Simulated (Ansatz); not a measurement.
## Computed properties of AgCl

```
CELL_PARAMETERS angstrom
3.43397 0.00000 0.00000
0.00000 3.43397 0.00000
0.00000 0.00000 3.43397
ATOMIC_POSITIONS crystal
Ag 0.00000 0.00000 0.00000
Cl 0.50000 0.50000 0.50000
```

Atom numbers follow the list: Ag1, Cl2.

The conventional cell has a = 3.434 Å, b = 3.434 Å, c = 3.434 Å, α = 90.00°, β = 90.00°, γ = 90.00°. Ag (atom 1) is surrounded by 8 Cl at 2.97 Å. Cl (atom 2) is surrounded by 8 Ag at 2.97 Å.

Structure from Materials Project entry mp-726265 (possibly hypothetical), not relaxed further.

Methods: DFT, PBE, all-electron LAPW, scalar-relativistic (Ansatz 0.2.0); DFT, PBE, PAW with Ansatz's default frozen-core files, scalar-relativistic (Ansatz 0.2.0).

For LAPW: a Γ-centred 9×9×9 k mesh, Fermi–Dirac smearing of 0.01 eV, basis error target 1 meV/atom, no spin polarisation. PAW takes a cutoff of 420 eV at this cell. The Ansatz runs share mesh, smearing and spin set-up. Values come from LAPW unless marked.

```
Pressure at this cell : -0.12 GPa
Volume per atom       : 136.6 bohr³
```

**Question.** Bader charges (from the PAW run): what does the calculation give?

**Answer.** Ag1 +0.58, Cl2 -0.58 e.

**Question.** Löwdin charges (with 0.08 e of the cell spilling out of the atomic basis, so their sizes and signs hang on that basis): what does the calculation give?

**Answer.** Ag1 0.59, Cl2 -0.50 e.

**Question.** Band gap: what does the calculation give?

**Answer.** 0.58 eV, indirect from X (0, 0.5, 0) to Γ.

**Question.** Predict this quantity. Smallest direct gap on the path.

**Answer.** 2.08 eV.
